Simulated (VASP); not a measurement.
# AgCl (Chlorargyrite) (Fm-3m) in VASP: settings compared, part 2 of 2

VASP 6.6.1. Earlier steps stand in the parts before.

## Step 4: Single point, r2SCAN

This run uses another cell than the first one, of 19.64 Å³/atom, 0.906 times its volume.

Input file POSCAR:

```
AgCl
1.0
    0.0000000000      2.6980360093      2.6980360093
    2.6980360093      0.0000000000      2.6980360093
    2.6980360093      2.6980360093      0.0000000000
Ag Cl
1 1
Direct
    0.0000000000      0.0000000000      0.0000000000
    0.5000000000      0.5000000000      0.5000000000
```

Input file INCAR.step1:

```
ALGO     = Normal         # electronic algorithm
EDIFF    = 1E-4           # SCF threshold, eV
ENCUT    = 520            # plane-wave cutoff, eV
GGA      = PE             # functional
ISMEAR   = -1             # smearing method
LASPH    = T              # aspherical terms in the spheres
LCHARG   = F              # write CHGCAR
LREAL    = F              # projectors in reciprocal space
LWAVE    = T              # write WAVECAR
NBANDS   = 16             # bands
NELM     = 100            # most SCF steps
PREC     = Accurate       # precision mode
SIGMA    = 0.05           # smearing width, eV
```

Input file INCAR.step2:

```
ALGO     = Normal         # electronic algorithm
EDIFF    = 1E-7           # SCF threshold, eV
ENCUT    = 520            # plane-wave cutoff, eV
ISIF     = 2              # what is computed and relaxed
ISMEAR   = -1             # smearing method
ISTART   = 1            
LASPH    = T              # aspherical terms in the spheres
LCHARG   = T              # write CHGCAR
LELF     = T              # ELF
LMIXTAU  = T            
LREAL    = F              # projectors in reciprocal space
LVHAR    = T            
LWAVE    = F              # write WAVECAR
METAGGA  = R2SCAN         # meta-GGA
NBANDS   = 16             # bands
NELM     = 100            # most SCF steps
PREC     = Accurate       # precision mode
SIGMA    = 0.05           # smearing width, eV
```

Input file KPOINTS:

```
k-points
0
Gamma
  8 8 8
```

Potentials or basis: VASP PAW PBE potentials, release 64 (Ag, Cl).

Launch:

```sh
$ cat potpaw_PBE.64/Ag/POTCAR potpaw_PBE.64/Cl/POTCAR > POTCAR
$ cp INCAR.step1 INCAR
$ mpirun -np 1 vasp_std > vasp.out
$ cp INCAR.step2 INCAR
$ mpirun -np 1 vasp_std > vasp.out
```

OUTCAR:

```text
EDIFF = 1E-7
   ENCUT = 520
   ISIF = 2
   ISMEAR = -1
   ISTART = 1
   LASPH = T
   LREAL = F
   METAGGA = R2SCAN
   NELM = 100
   PREC = Accurate

 ion  position               nearest neighbor table
   1  0.000  0.000  0.000-   2 2.70   2 2.70   2 2.70   2 2.70   2 2.70   2 2.70
   2  0.500  0.500  0.500-   1 2.70   1 2.70   1 2.70   1 2.70   1 2.70   1 2.70

  LATTYP: Found a face centered cubic cell.
 ALAT       =     5.3960720186

  Lattice vectors:

 A1 = (   0.0000000000,   2.6980360093,   2.6980360093)
 A2 = (   2.6980360093,   0.0000000000,   2.6980360093)
[... 625 lines left out ...]
      5       2.2100      2.00000
      6       2.2860      2.00000
[... 8 lines left out ...]
     15      19.1079      0.00000
     16      20.6119      0.00000

 [... further k-points ...]
[... 5 lines left out ...]
  --------------------------------------------------------------------------------------
  -------------------------------------------------------------------------------------
  Total        1.2352731      1.2352731      1.2352731      0.0000000     -0.0000000      0.0000000
  in kB       50.3848929     50.3848929     50.3848929      0.0000000     -0.0000000      0.0000000
  external PRESSURE =      50.3848929 kB  Pullay stress =       0.0000000 kB

 VOLUME and BASIS-vectors are now :
 -----------------------------------------------------------------------------
  energy-cutoff  :      520.00
  volume of cell :       39.28
      direct lattice vectors                 reciprocal lattice vectors
     0.000000000  2.698036009  2.698036009    -0.185319988  0.185319988  0.185319988
     2.698036009  0.000000000  2.698036009     0.185319988 -0.185319988  0.185319988
     2.698036009  2.698036009  0.000000000     0.185319988  0.185319988 -0.185319988

 POSITION                                       TOTAL-FORCE (eV/Angst)
 -----------------------------------------------------------------------------------
      0.00000      0.00000      0.00000         0.000000      0.000000      0.000000
      2.69804      2.69804      2.69804        -0.000000     -0.000000     -0.000000
 -----------------------------------------------------------------------------------
    total drift:                                0.000000      0.000000      0.000000

  FREE ENERGIE OF THE ION-ELECTRON SYSTEM (eV)
  ---------------------------------------------------
  free  energy   TOTEN  =       -28.5938999567 eV

  energy  without entropy=      -28.5938999407  energy(sigma->0) =      -28.59389995
```

OSZICAR.step1:

```text
N       E                     dE             d eps       ncg     rms          rms(c)
DAV:   1     0.102979358901E+03    0.10298E+03   -0.87778E+03   952   0.102E+03
DAV:   2    -0.185801798465E+01   -0.10484E+03   -0.97428E+02  1192   0.229E+02
DAV:   3    -0.546055796097E+01   -0.36025E+01   -0.35946E+01  1136   0.442E+01
DAV:   4    -0.548484837842E+01   -0.24290E-01   -0.24289E-01  1176   0.390E+00
DAV:   5    -0.548515682639E+01   -0.30845E-03   -0.30845E-03  1176   0.431E-01    0.777E+00
DAV:   6    -0.531756195973E+01    0.16759E+00   -0.23433E-01  1144   0.649E+00    0.499E+00
DAV:   7    -0.531338181081E+01    0.41801E-02   -0.97957E-02  1136   0.208E+00    0.216E+00
DAV:   8    -0.531254245032E+01    0.83936E-03   -0.40891E-03  1080   0.677E-01    0.334E-01
DAV:   9    -0.531259146967E+01   -0.49019E-04   -0.58420E-04  1136   0.262E-01
   1 F= -.53125915E+01 E0= -.53125904E+01  d E =-.221332E-05
```

It used 99 s of CPU time on 1 thread of AMD EPYC 7R13 Processor (Zen 3) (shared host).

Results:

```
Free energy            : -28.5939 eV
Pressure               : 5.0 GPa
Band gap on the k mesh : 1.44 eV, indirect (least direct gap 4.02 eV)
```

Caveat: the PAW data sets were made with another functional, which shifts forces and pressure a little. A k mesh can miss the band edges.

## Step 5: Single point, r2SCAN

This run uses another cell than the first one, of 20.05 Å³/atom, 0.925 times its volume.

Input file POSCAR:

```
AgCl
1.0
    0.0000000000      2.7166437422      2.7166437422
    2.7166437422      0.0000000000      2.7166437422
    2.7166437422      2.7166437422      0.0000000000
Ag Cl
1 1
Direct
    0.0000000000      0.0000000000      0.0000000000
    0.5000000000      0.5000000000      0.5000000000
```

Input file INCAR.step1:

```
SYSTEM = AgCl
PREC = Accurate ; ENCUT = 520
ISMEAR = -1 ; SIGMA = 0.05
LREAL = .FALSE. ; LASPH = .TRUE.
NELM = 80 ; NBANDS = 16
GGA = PE ; ALGO = Normal
EDIFF = 1E-4 ; LWAVE = .TRUE.
LCHARG = .FALSE.
```

Input file INCAR.step2:

```
SYSTEM = AgCl
PREC = Accurate ; ENCUT = 520
EDIFF = 1E-7 ; ISMEAR = -1
SIGMA = 0.05 ; LREAL = .FALSE.
LASPH = .TRUE. ; NELM = 80
ALGO = Normal ; ISIF = 2
LWAVE = .FALSE. ; LCHARG = .FALSE.
METAGGA = R2SCAN ; LMIXTAU = .TRUE.
NBANDS = 16 ; ISTART = 1
```

Input file KPOINTS:

```
regular mesh
0
G
  8 8 8
  0 0 0
```

Launch:

```sh
$ cat potpaw_PBE.64/Ag/POTCAR potpaw_PBE.64/Cl/POTCAR > POTCAR
$ cp INCAR.step1 INCAR
$ mpirun -np 1 vasp_std > vasp.out
$ cp INCAR.step2 INCAR
$ mpirun -np 1 vasp_std > vasp.out
```

It used 120 s of CPU time on 1 thread of AMD EPYC 7R13 Processor (Zen 3) (shared host).

The run converged. Its results:

```yaml
Free_energy: -28.6162 eV
Pressure: 3.5 GPa
Band_gap_on_the_k_mesh: 1.43 eV, indirect (least direct gap 3.93 eV)
```

Levels at points of the mesh, in eV from the valence-band top:
```tsv
k point	band 6	band 7	band 8	band 9	band 10	band 11	band 12	band 13
(0.00, 0.00, 0.00)	-2.70	-2.70	-2.65	-2.65	1.43	11.31	11.31	11.31
(0.50, 0.00, 0.00)	-2.28	-1.93	0.00	0.00	4.54	7.53	8.15	8.15
(0.50, 0.50, 0.00)	-2.44	-2.15	-2.15	-1.99	2.82	8.27	9.47	12.69
```

Caveat: the PAW data sets were made with another functional, which shifts forces and pressure a little.

## Step 6: Single point, r2SCAN

This run uses another cell than the first one, of 20.46 Å³/atom, 0.943 times its volume.

Input file POSCAR:

```
AgCl
1.0
    0.0000000000      2.7350000000      2.7350000000
    2.7350000000      0.0000000000      2.7350000000
    2.7350000000      2.7350000000      0.0000000000
Ag Cl
1 1
Direct
    0.0000000000      0.0000000000      0.0000000000
    0.5000000000      0.5000000000      0.5000000000
```

Input file INCAR.step1:

```
ALGO = Normal
EDIFF = 1E-4
ENCUT = 520
GGA = PE
ISMEAR = -1
LASPH = T
LCHARG = F
LREAL = F
LWAVE = T
NBANDS = 16
NELM = 60
PREC = Accurate
SIGMA = 0.05
```

Input file INCAR.step2:

```
ALGO = Normal
EDIFF = 1E-6
ENCUT = 520
ISIF = 2
ISMEAR = -1
ISTART = 1
LASPH = T
LCHARG = F
LMIXTAU = T
LREAL = F
LWAVE = F
METAGGA = R2SCAN
NBANDS = 16
NELM = 60
PREC = Accurate
SIGMA = 0.05
```

Input file KPOINTS:

```
k-points
0
Gamma
  8 8 8
```

Potentials or basis: VASP PAW PBE potentials, release 64 (Ag, Cl).

Launch:

```sh
$ cat potpaw_PBE.64/Ag/POTCAR potpaw_PBE.64/Cl/POTCAR > POTCAR
$ cp INCAR.step1 INCAR
$ mpirun -np 1 vasp_std > vasp.out
$ cp INCAR.step2 INCAR
$ mpirun -np 1 vasp_std > vasp.out
```

OUTCAR:

```text
EDIFF = 1E-6
   ENCUT = 520
   ISIF = 2
   ISMEAR = -1
   ISTART = 1
   LASPH = T
   LREAL = F
   METAGGA = R2SCAN
   NELM = 60
   PREC = Accurate

 ion  position               nearest neighbor table
   1  0.000  0.000  0.000-   2 2.73   2 2.73   2 2.73   2 2.73   2 2.73   2 2.73
   2  0.500  0.500  0.500-   1 2.73   1 2.73   1 2.73   1 2.73   1 2.73   1 2.73

  LATTYP: Found a face centered cubic cell.
 ALAT       =     5.4700000000

  Lattice vectors:

 A1 = (   0.0000000000,   2.7350000000,   2.7350000000)
 A2 = (   2.7350000000,   0.0000000000,   2.7350000000)
[... 626 lines left out ...]
      5       1.8044      2.00000
      6       1.8748      2.00000
[... 8 lines left out ...]
     15      18.4231      0.00000
     16      19.9070      0.00000

 [... further k-points ...]
[... 5 lines left out ...]
  --------------------------------------------------------------------------------------
  -------------------------------------------------------------------------------------
  Total        0.5678634      0.5678634      0.5678634     -0.0000000      0.0000000     -0.0000000
  in kB       22.2357851     22.2357851     22.2357851     -0.0000000      0.0000000     -0.0000000
  external PRESSURE =      22.2357851 kB  Pullay stress =       0.0000000 kB

 VOLUME and BASIS-vectors are now :
 -----------------------------------------------------------------------------
  energy-cutoff  :      520.00
  volume of cell :       40.92
      direct lattice vectors                 reciprocal lattice vectors
     0.000000000  2.735000000  2.735000000    -0.182815356  0.182815356  0.182815356
     2.735000000  0.000000000  2.735000000     0.182815356 -0.182815356  0.182815356
     2.735000000  2.735000000  0.000000000     0.182815356  0.182815356 -0.182815356

 POSITION                                       TOTAL-FORCE (eV/Angst)
 -----------------------------------------------------------------------------------
      0.00000      0.00000      0.00000        -0.000000     -0.000000      0.000000
      2.73500      2.73500      2.73500         0.000000      0.000000     -0.000000
 -----------------------------------------------------------------------------------
    total drift:                               -0.000000      0.000000      0.000000

  FREE ENERGIE OF THE ION-ELECTRON SYSTEM (eV)
  ---------------------------------------------------
  free  energy   TOTEN  =       -28.6313506685 eV

  energy  without entropy=      -28.6313506503  energy(sigma->0) =      -28.63135066
```

It used 100 s of CPU time on 1 thread of AMD EPYC 7R13 Processor (Zen 3) (shared host).

What came out:

```yaml
Free_energy: -28.6314 eV
Pressure: 2.2 GPa
Band_gap_on_the_k_mesh: 1.43 eV, indirect (least direct gap 3.85 eV)
```

Levels at points of the mesh, in eV from the valence-band top:
```tsv
k point	band 6	band 7	band 8	band 9	band 10	band 11	band 12	band 13
(0.00, 0.00, 0.00)	-2.61	-2.61	-2.56	-2.56	1.43	11.32	11.32	11.32
(0.50, 0.00, 0.00)	-2.21	-1.87	0.00	0.00	4.60	7.41	8.19	8.19
(0.50, 0.50, 0.00)	-2.35	-2.08	-2.08	-1.94	2.85	8.29	9.40	12.57
```

Caveat: the PAW data sets were made with another functional, which shifts forces and pressure a little.

## Step 7: Overview

```tsv
level	potentials or basis	cell	gap on the mesh (eV)	pressure (GPa)
LDA	VASP PAW LDA potentials, release 64 (Ag, Cl)	a = 3.944 Å, angles 60.0°, 2 atoms	0.65	-6.2
r2SCAN	VASP PAW PBE potentials, release 64 (Ag, Cl)	a = 3.789 Å, angles 60.0°, 2 atoms	1.45	6.7
r2SCAN	VASP PAW PBE potentials, release 64 (Ag, Cl)	a = 3.816 Å, angles 60.0°, 2 atoms	1.44	5.0
r2SCAN	VASP PAW PBE potentials, release 64 (Ag, Cl)	a = 3.842 Å, angles 60.0°, 2 atoms	1.43	3.5
r2SCAN	VASP PAW PBE potentials, release 64 (Ag, Cl)	a = 3.868 Å, angles 60.0°, 2 atoms	1.43	2.2
```

Alike in all rows: task single point; no spin polarisation; k mesh 8 × 8 × 8; cutoff (eV) 520; smearing fermi-dirac 0.05 eV.

Caveats: the PAW data sets were made with another functional, which shifts forces and pressure a little (some runs).

Total energies depend on the potentials used, so only differences within one code and one set of settings carry meaning.

## Step 8: Comparison with measurements

Step 6. Measured gap of AgCl: 3.249 eV (indirect; a printed reference work, data compilation). This calculation gives 1.43 eV (-1.82 eV). So large a miss can be the level of theory's own, or it may mean another phase, state or a wrong row. Spin-orbit coupling on Ag is left out. The value is that of r2SCAN on a finite k mesh, which can miss the band edges, without temperature or zero-point motion.
